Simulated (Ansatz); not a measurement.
MgTe, DFT, PBEsol, all-electron PAW with datasets made for the crystal, scalar-relativistic (Ansatz 0.2.0), run on 1 thread of Arm Neoverse N1 on a shared host.

The cell comes from COD entry 1538744, which wasn't checked; take it as a given geometry. The listed cell was then made from it by scaling, straining or moving an atom.

Command: `ansatz run input.yaml --threads 1 --pin off --max-ram 4096MiB --backend cpu --events-out ev --progress --plain --runs-dir out`

```yaml
crystal:
  lattice:
    - [4.5400020208, 0.0, 0.0]
    - [-2.2700010104, 3.9317570832, 0.0]
    - [0.0, 0.0, 7.32105]
  atoms:
    - { symbol: Mg, position: [0.3333333333, 0.6666666667, 0.0] }
    - { symbol: Mg, position: [0.6666666667, 0.3333333333, 0.5] }
    - { symbol: Te, position: [0.3333333333, 0.6666666667, 0.37] }
    - { symbol: Te, position: [0.6666666667, 0.3333333333, 0.87] }
kpoints:
  mp_grid: { grid: [10, 10, 6] }
scf:
  occupations: { method: fermi_dirac, width: 0.05 }
hamiltonian:
  xc: pbesol
  pseudopotentials: { kind: all_electron, datasets: crystal }
output:
  forces: true
  stress: true
  eigenvalues: true
  efg: { contact_densities: true }
```

Task: How large is the problem that the program sets up?

Result: 56 irreducible k-points, 989 plane waves at Γ, 32 bands.

Task: Estimate the wall time and the peak memory.

Result: 100 s of wall time for 13 SCF iterations, with a peak of 0.91 GiB. Times on shared machines scatter by tens of per cent.

Task: And the same cell and mesh by PAW with the default files, asked for forces, stress, eigenvalues, efg, on the same hardware?

Result: 35 s, peak memory 0.46 GiB.
